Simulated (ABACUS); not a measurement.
# Nb (Im-3m) in ABACUS: a series of runs

Runs on Nb. Level: PBE. Tasks: single point, relaxation of cell and atoms.

All numbers are computed with ABACUS 3.10.1; they aren't measurements. Logs are shortened: lines on timing, memory, paths and dates and some standing lists are left out, and cuts for length are marked.

## (1) The structure

The structure is cubic, space group Im-3m (No. 229). The conventional cell has a = 3.328 Å, b = 3.328 Å, c = 3.328 Å, α = 90.00°, β = 90.00°, γ = 90.00°. Nb (site symmetry m-3m) has 8 Nb at 2.88 Å as nearest neighbours.

## (2) Single point, PBE

INPUT reads:

```
INPUT_PARAMETERS
suffix              Nb
calculation         scf
basis_type          lcao
pseudo_dir          ./
orbital_dir         ./
latname             bcc
symmetry            1
dft_functional      pbe
ecutwfc             100
pseudo_rcut         10
nspin               1
nbands              17
ks_solver           genelpa
smearing_method     fd
smearing_sigma      0.00367493
scf_thr             1e-07
scf_nmax            100
mixing_type         broyden
mixing_beta         0.7
cal_force           1
cal_stress          1
out_mul             1
out_chg             1
```

STRU reads:

```
ATOMIC_SPECIES
Nb 92.9064 Nb_ONCV_PBE-1.2.upf

NUMERICAL_ORBITAL
Nb_confined-atom_7au_3s2p2d1f.orb

LATTICE_CONSTANT
6.2888195701

ATOMIC_POSITIONS
Direct

Nb
0.0
1
0.0000000000 0.0000000000 0.0000000000 1 1 1
```

KPT reads:

```
K_POINTS
0
Gamma
10 10 10 0 0 0
```

Potentials or basis: SG15 ONCV 1.2 PBE, DZP LCAO (the cutoffs set its grid).

Launch:

```console
OMP_NUM_THREADS=1 mpirun -np 4 abacus > log
```

running log:

```text
ABACUS v3.10.1

               Atomic-orbital Based Ab-initio Computation at UStc

 ------------------------------------------------------------------------------------

 READING GENERAL INFORMATION
                           global_out_dir = OUT.Nb/
                           global_in_card = INPUT
                               pseudo_dir = ./
                              orbital_dir = ./
                                    DSIZE = 4
                                    GSIZE = 1

 READING UNITCELL INFORMATION
                                    ntype = 1
                  lattice constant (Bohr) = 6.28882
              lattice constant (Angstrom) = 3.3279

 READING ATOM TYPE 1
                               atom label = Nb
                      L=0, number of zeta = 3
                      L=1, number of zeta = 2
                      L=2, number of zeta = 2
                      L=3, number of zeta = 1
             number of atom for this type = 1

                        TOTAL ATOM NUMBER = 1
DIRECT COORDINATES
    atom                   x                   y                   z     mag                  vx                  vy                  vz
taud_Nb1            0.0000000000        0.0000000000        0.0000000000  0.0000        0.0000000000        0.0000000000        0.0000000000

                          Volume (Bohr^3) = 124.359
                             Volume (A^3) = 18.4281

 Lattice vectors: (Cartesian coordinate: in unit of a_0)
                 +0.5                +0.5                +0.5
                 -0.5                +0.5                +0.5
                 -0.5                -0.5                +0.5
 Reciprocal vectors: (Cartesian coordinate: in unit of 2 pi/a_0)
                   +1                  -0                  +1
                   -1                  +1                  -0
                   +0                  -1                  +1
 The esolver type has been set to : ksdft_lcao

                PAO radial cut off (Bohr) = 10

 Read in pseudopotential file is Nb_ONCV_PBE-1.2.upf
                     pseudopotential type = NC
          exchange-correlation functional = PBE
                 nonlocal core correction = 0
                        valence electrons = 13
                                     lmax = 2
                           number of zeta = 0
                     number of projectors = 6
                           L of projector = 0
                           L of projector = 0
                           L of projector = 1
                           L of projector = 1
                           L of projector = 2
                           L of projector = 2
[... 161 lines left out ...]

 SETUP SEARCHING RADIUS FOR PROGRAM TO SEARCH ADJACENT ATOMS
                  longest orb rcut (Bohr) = 7
   longest nonlocal projector rcut (Bohr) = 1.68
                     search radius (Bohr) = 17.4
              searching radius is (Bohr)) = 17.4
         searching radius unit is (Bohr)) = 6.29
                         PeriodicBoundary = 1
                        Radius(unit:lat0) = 2.76
                                   glayer = [ 5, 5, 5 ]
                             glayer_minus = [ 4, 4, 4 ]

Find the coordinate range of the input atom(unit:lat0).
                                  min_tau = [ -6, -6, -6 ]
                                  max_tau = [ 6, 6, 6 ]
                                BoxNumber = [ 9, 9, 9 ]

 SETUP EXTENDED REAL SPACE GRID FOR GRID INTEGRATION
                          real space grid = [ 36, 36, 36 ]
                 big cell numbers in grid = [ 12, 12, 12 ]
             meshcell numbers in big cell = [ 3, 3, 3 ]
                        extended fft grid = [ 19, 19, 19 ]
                dimension of extened grid = [ 51, 51, 51 ]
                            UnitCellTotal = 125
              Atom number in sub-FFT-grid = 1
    Local orbitals number in sub-FFT-grid = 26
                                ParaV.nnr = 15041
                                 init_chg = atomic

 LCAO ALGORITHM --------------- ION=   1  ELEC=   1--------------------------------

 Density error is 0.0548191185698
----------------------------------------------------------
     Energy           Rydberg                 eV
----------------------------------------------------------
 E_KohnSham     -114.1252291016      -1552.7534013366
 E_Harris       -115.4423904294      -1570.6743005807
 E_Fermi        1.3204058377         17.9650430650
----------------------------------------------------------
[... 58 lines left out ...]
 Density error is 9.92559618446e-09
----------------------------------------------------------
     Energy           Rydberg                 eV
----------------------------------------------------------
 E_KohnSham     -114.1345952721      -1552.8808346249
 E_KS(sigma->0) -114.1340108641      -1552.8728833453
 E_Harris       -114.1345952645      -1552.8808345216
 E_band         -5.2234620596        -71.0688472968
 E_one_elec     -17.8488314627       -242.8458105340
 E_Hartree      15.2636460959        207.6725591593
 E_xc           -13.7508013453       -187.0892503625
 E_Ewald        -97.7974397439       -1330.6024303284
 E_entropy(-TS) -0.0011688161        -0.0159025593
 E_descf        0.0000000000         0.0000000000
 E_exx          0.0000000000         0.0000000000
 E_Fermi        1.2889812359         17.5374894228
----------------------------------------------------------

 charge density convergence is achieved
 final etot is -1552.8808346 eV
 EFERMI = 17.537489423 eV

 STATE ENERGY(eV) AND OCCUPATIONS    NSPIN == 1
 1/47 kpoint (Cartesian) = 0.0000 0.0000 0.0000 (535 pws)
       1       -36.8809     0.00200000
       2       -12.2351     0.00200000
       3       -12.2351     0.00200000
       4       -12.2351     0.00200000
       5        11.6634     0.00200000
       6        17.8939    1.60240e-06
[... 9 lines left out ...]
      16        45.2891        0.00000
[... 82 lines left out ...]
       4       -12.2464      0.0120000
       5        13.8787      0.0120000
       6        15.9156      0.0120000
[... 9 lines left out ...]
      16        43.9740        0.00000
      17        46.5949        0.00000

[... levels at 41 further k points ...]

 correction force for each atom along direction 1 is 2.02320e-14
 correction force for each atom along direction 2 is 1.85140e-14
 correction force for each atom along direction 3 is 4.27661e-14
------------------------------------------------------------------------------------------
 TOTAL-FORCE (eV/Angstrom)
------------------------------------------------------------------------------------------
                       Nb1         0.0000000000         0.0000000000         0.0000000000
------------------------------------------------------------------------------------------

----------------------------------------------------------------
 TOTAL-STRESS (KBAR)
----------------------------------------------------------------
       -15.7293936736         0.0000000000         0.0000000000
         0.0000000000       -15.7293936736         0.0000000000
         0.0000000000         0.0000000000       -15.7293936736
----------------------------------------------------------------
 TOTAL-PRESSURE: -15.729394 KBAR

 --------------------------------------------
 !FINAL_ETOT_IS -1552.8808346249279566 eV
 --------------------------------------------
```

stdout:

```text
ABACUS v3.10.1

               Atomic-orbital Based Ab-initio Computation at UStc

%%%%%%%%%%%%%%%%%%%%%%%%%%%%%%%%%%%%%%%%%%%%%%%%%%%%%%%%%%%%%%%%%%%%%%%%%%%%%%%%%%%%%%%%%%%%%%%%%%%%%%%%%
 Warning: the number of valence electrons in pseudopotential > 5 for Nb: [Kr] 4d4 5s1
[... 32 lines left out ...]
 TOTAL-STRESS (KBAR)
----------------------------------------------------------------
       -15.7293936736         0.0000000000         0.0000000000
         0.0000000000       -15.7293936736         0.0000000000
         0.0000000000         0.0000000000       -15.7293936736
----------------------------------------------------------------
 TOTAL-PRESSURE: -15.729394 KBAR
```

It took 2.4 s on 4 MPI ranks of Intel Xeon Platinum 8488C (Sapphire Rapids), shared host; peak memory 0.36 GiB.

Results:

* Free energy: -1552.8808 eV
* Pressure: -1.6 GPa
* Band gap on the k mesh: none (metal or under the smearing width)

Caveat: the atomic orbitals were generated for these runs and aren't a published set; the basis of atomic orbitals isn't converged, which shifts pressures, moduli and gaps.

## (3) Relaxation of cell and atoms, PBE

run_abacus.py reads:

```python
"""Relaxation by an ASE optimiser with ABACUS as a small file-based calculator."""
import re
import subprocess
import spglib
from ase import Atoms
import numpy as np
from ase.calculators.calculator import Calculator, all_changes
from ase.filters import FrechetCellFilter
from ase.io import read
from ase.optimize import BFGSLineSearch
from ase.stress import full_3x3_to_voigt_6_stress
from ase.units import Bohr, GPa

atoms = read("Nb.cif")
cell, frac, numbers = spglib.standardize_cell((atoms.cell[:], atoms.get_scaled_positions(), atoms.numbers), to_primitive=True, symprec=1e-4)
atoms = Atoms(numbers=numbers, cell=cell, scaled_positions=frac, pbc=True)  # the primitive cell
atoms = atoms[(-atoms.numbers).argsort(kind="stable")]  # ABACUS lists atoms element by element
pseudo = {'Nb': 'Nb_ONCV_PBE-1.2.upf'}
orbital = {'Nb': 'Nb_confined-atom_7au_3s2p2d1f.orb'}
magmoms = None
kmesh = [10, 10, 10]
params = {
    'suffix': 'Nb',
    'calculation': 'scf',
    'basis_type': 'lcao',
    'pseudo_dir': './',
    'orbital_dir': './',
    'symmetry': 1,
    'dft_functional': 'pbe',
    'ecutwfc': 100,
    'pseudo_rcut': 10,
    'nspin': 1,
    'nbands': 11,
    'ks_solver': 'genelpa',
    'smearing_method': 'fd',
    'smearing_sigma': 0.00367493,
    'scf_thr': 1e-07,
    'scf_nmax': 100,
    'mixing_type': 'broyden',
    'mixing_beta': 0.7,
    'cal_force': 1,
    'cal_stress': 1,
    'out_mul': 1,
}

def write_input(atoms):
    symbols = atoms.get_chemical_symbols()
    elements = list(dict.fromkeys(symbols))
    lines = ["ATOMIC_SPECIES"] + [f"{e} {atoms.get_masses()[symbols.index(e)]:.4f} {pseudo[e]}" for e in elements]
    if orbital:
        lines += ["", "NUMERICAL_ORBITAL"] + [orbital[e] for e in elements]
    lines += ["", "LATTICE_CONSTANT", f"{1 / Bohr:.10f}", "", "LATTICE_VECTORS"]
    lines += [" ".join(f"{x:.10f}" for x in v) for v in atoms.cell]
    lines += ["", "ATOMIC_POSITIONS", "Direct"]
    for e in elements:
        lines += ["", e, "0.0", str(symbols.count(e))]
        for i, p in enumerate(atoms.get_scaled_positions(wrap=False)):
            if symbols[i] == e:
                mag = "" if magmoms is None else " mag " + " ".join(str(x) for x in (magmoms[i] if isinstance(magmoms[i], list) else [magmoms[i]]))
                lines.append(" ".join(f"{x:.10f}" for x in p) + " 1 1 1" + mag)
    open("STRU", "w").write("\n".join(lines) + "\n")
    open("KPT", "w").write("K_POINTS\n0\nGamma\n%d %d %d 0 0 0\n" % tuple(kmesh))
    open("INPUT", "w").write("INPUT_PARAMETERS\n" + "".join(f"{k:<20s}{v}\n" for k, v in params.items()))

class Abacus(Calculator):
    implemented_properties = ["energy", "free_energy", "forces", "stress"]

    def calculate(self, atoms=None, properties=("energy",), system_changes=all_changes):
        super().calculate(atoms, properties, system_changes)
        write_input(self.atoms)
        subprocess.run(['mpirun', '-np', '4', 'abacus'], check=True)
        log = open("OUT.Nb/running_scf.log").read()
        if "charge density convergence is achieved" not in log:
            raise RuntimeError("SCF not converged")
        rows = lambda title, n: np.array([l.split()[-3:] for l in log.split(title)[-1].split("\n")[2:2 + n]], float)
        energy = float(re.findall(r"FINAL_ETOT_IS (\S+)", log)[-1])
        stress = -rows("TOTAL-STRESS", 3) / 10 * GPa  # ABACUS prints kbar, compression positive
        self.results = dict(energy=energy, free_energy=energy, forces=rows("TOTAL-FORCE", len(self.atoms)), stress=full_3x3_to_voigt_6_stress(stress))

atoms.calc = Abacus()
opt = BFGSLineSearch(FrechetCellFilter(atoms), logfile="opt.log", trajectory="relax.traj")
print("optimiser converged:", opt.run(fmax=0.01, steps=60))
```

Nb.cif reads:

```cif
data_Nb
_cell_length_a 3.32790000
_cell_length_b 3.32790000
_cell_length_c 3.32790000
_cell_angle_alpha 90.00000000
_cell_angle_beta 90.00000000
_cell_angle_gamma 90.00000000
_space_group_name_H-M_alt 'Im-3m'
_space_group_name_Hall '-I 4 2 3'
_space_group_IT_number 229
loop_
_space_group_symop_operation_xyz
'x,y,z'
'-x,-y,-z'
'-y,x,z'
'y,-x,-z'
'-x,-y,z'
'x,y,-z'
'y,-x,z'
'-y,x,-z'
'x,-y,-z'
'-x,y,z'
'-y,-x,-z'
'y,x,z'
'-x,y,-z'
'x,-y,z'
'y,x,-z'
'-y,-x,z'
'z,x,y'
'-z,-x,-y'
'z,-y,x'
'-z,y,-x'
'z,-x,-y'
'-z,x,y'
'z,y,-x'
'-z,-y,x'
'-z,x,-y'
'z,-x,y'
'-z,-y,-x'
'z,y,x'
'-z,-x,y'
'z,x,-y'
'-z,y,x'
'z,-y,-x'
'y,z,x'
'-y,-z,-x'
'x,z,-y'
'-x,-z,y'
'-y,z,-x'
'y,-z,x'
'-x,z,y'
'x,-z,-y'
'-y,-z,x'
'y,z,-x'
'-x,-z,-y'
'x,z,y'
'y,-z,-x'
'-y,z,x'
'x,-z,y'
'-x,z,-y'
'x+1/2,y+1/2,z+1/2'
'-x+1/2,-y+1/2,-z+1/2'
'-y+1/2,x+1/2,z+1/2'
'y+1/2,-x+1/2,-z+1/2'
'-x+1/2,-y+1/2,z+1/2'
'x+1/2,y+1/2,-z+1/2'
'y+1/2,-x+1/2,z+1/2'
'-y+1/2,x+1/2,-z+1/2'
'x+1/2,-y+1/2,-z+1/2'
'-x+1/2,y+1/2,z+1/2'
'-y+1/2,-x+1/2,-z+1/2'
'y+1/2,x+1/2,z+1/2'
'-x+1/2,y+1/2,-z+1/2'
'x+1/2,-y+1/2,z+1/2'
'y+1/2,x+1/2,-z+1/2'
'-y+1/2,-x+1/2,z+1/2'
'z+1/2,x+1/2,y+1/2'
'-z+1/2,-x+1/2,-y+1/2'
'z+1/2,-y+1/2,x+1/2'
'-z+1/2,y+1/2,-x+1/2'
'z+1/2,-x+1/2,-y+1/2'
'-z+1/2,x+1/2,y+1/2'
'z+1/2,y+1/2,-x+1/2'
'-z+1/2,-y+1/2,x+1/2'
'-z+1/2,x+1/2,-y+1/2'
'z+1/2,-x+1/2,y+1/2'
'-z+1/2,-y+1/2,-x+1/2'
'z+1/2,y+1/2,x+1/2'
'-z+1/2,-x+1/2,y+1/2'
'z+1/2,x+1/2,-y+1/2'
'-z+1/2,y+1/2,x+1/2'
'z+1/2,-y+1/2,-x+1/2'
'y+1/2,z+1/2,x+1/2'
'-y+1/2,-z+1/2,-x+1/2'
'x+1/2,z+1/2,-y+1/2'
'-x+1/2,-z+1/2,y+1/2'
'-y+1/2,z+1/2,-x+1/2'
'y+1/2,-z+1/2,x+1/2'
'-x+1/2,z+1/2,y+1/2'
'x+1/2,-z+1/2,-y+1/2'
'-y+1/2,-z+1/2,x+1/2'
'y+1/2,z+1/2,-x+1/2'
'-x+1/2,-z+1/2,-y+1/2'
'x+1/2,z+1/2,y+1/2'
'y+1/2,-z+1/2,-x+1/2'
'-y+1/2,z+1/2,x+1/2'
'x+1/2,-z+1/2,y+1/2'
'-x+1/2,z+1/2,-y+1/2'
loop_
_atom_site_label
_atom_site_type_symbol
_atom_site_symmetry_multiplicity
_atom_site_Wyckoff_symbol
_atom_site_fract_x
_atom_site_fract_y
_atom_site_fract_z
_atom_site_occupancy
Nb1 Nb 2 a 0.0000000000 0.0000000000 0.0000000000 1
```

Potentials or basis: SG15 ONCV 1.2 PBE, DZP LCAO (the cutoffs set its grid).

Launch:

```console
OMP_NUM_THREADS=1 python run_abacus.py > log
```

Run time: 7.8 s. Hardware: 4 MPI ranks of Intel Xeon Platinum 8488C (Sapphire Rapids), shared host; peak memory 0.36 GiB.

Results (log left out):

```yaml
Free_energy: -1552.8817 eV
Relaxed_volume: 18.25 Å³/atom
Relaxed_cell: a = 2.873 Å, b = 2.873 Å, c = 2.873 Å, α = 109.47°, β = 109.47°, γ = 109.47°
Space_group_after_relaxing_to_0.05_Å: Im-3m (No. 229)
Energy_gained_by_relaxing: 0.9 meV/atom
Ionic_steps: 2
Pressure_after_relaxing: 0.0 GPa
Band_gap_on_the_k_mesh: none (metal or under the smearing width)
```

The path:
```
step  energy change (eV)  largest force (eV/Å)  pressure (GPa)  volume (Å³)
   1              0.0000                0.0000           -1.57        18.43
   2             -0.0009                0.0000           -0.01        18.25
```

Final structure:
```
Nb
1.0
    -1.65858    1.65858    1.65858
     1.65858   -1.65858    1.65858
     1.65858    1.65858   -1.65858
Nb
1
Direct
  0.00000 0.00000 0.00000
```

Levels at points of the mesh, in eV from the Fermi level:
```tsv
k point	band 2	band 3	band 4	band 5	band 6	band 7	band 8	band 9	band 10	band 11
(0.00, 0.00, 0.00)	-29.74	-29.74	-29.74	-5.89	0.36	0.36	0.36	3.23	3.23	14.42
(0.50, 0.50, 0.00)	-31.04	-30.15	-29.75	-3.70	-1.65	2.20	3.26	3.93	6.24	11.71
(0.50, 0.50, 0.50)	-30.63	-30.63	-30.63	-3.68	-3.68	5.49	5.49	5.49	9.01	9.01
```

Caveat: the atomic orbitals were generated for these runs and aren't a published set; the basis of atomic orbitals isn't converged, which shifts pressures, moduli and gaps.
